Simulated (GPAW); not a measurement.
The system is BaTiO3.

```
Ba Ti O
1.0
     3.72890   -0.42193    0.02237
    -0.28447    3.27547    3.11008
     0.31643   -2.75371    2.58992
Ba Ti O
1 1 3
Direct
  0.00364 0.99727 0.99850
  0.50025 0.51161 0.51018
  0.99835 0.49282 0.49504
  0.49991 0.50154 0.99454
  0.49786 0.99299 0.49796
```

The cell isn't the ideal one: cell sheared at random, sigma 0.1, atoms nudged by 0.01 Å.

Base run:

```yaml
Program: GPAW 26.7.0
Functional: LDA
Potentials_or_basis: the program's PAW data sets (release 1.2.1) made for this functional
Cutoff: 600 eV
Basis: pw
k_mesh: 5 × 4 × 5
Occupations: fermi-dirac, width 0.001 eV
Spin: no spin polarisation
Hubbard_terms: Ti d U = 2.0 eV
```

Its results: band gap on the k mesh 0.66 eV, indirect (least direct gap 0.76 eV).

Q: The run is repeated on the same cell with these changes: hubbard terms from Ti d U = 2.0 eV to none. What comes out?

A: Band gap on the k mesh 0.48 eV, indirect (least direct gap 0.59 eV).

The U term pushes filled and empty states of the shell apart.

Caveats: with so narrow a direct gap the onset needs a denser k mesh; the long-wavelength limit can be off by several per cent where d states take part; spin-orbit coupling is left out, which moves the levels of the heavy elements; an odd mesh through Γ misses points on the zone boundary, where band edges often lie; response on these states lacks terms of the Hamiltonian (some runs).

Not every run made on this cell is shown here.
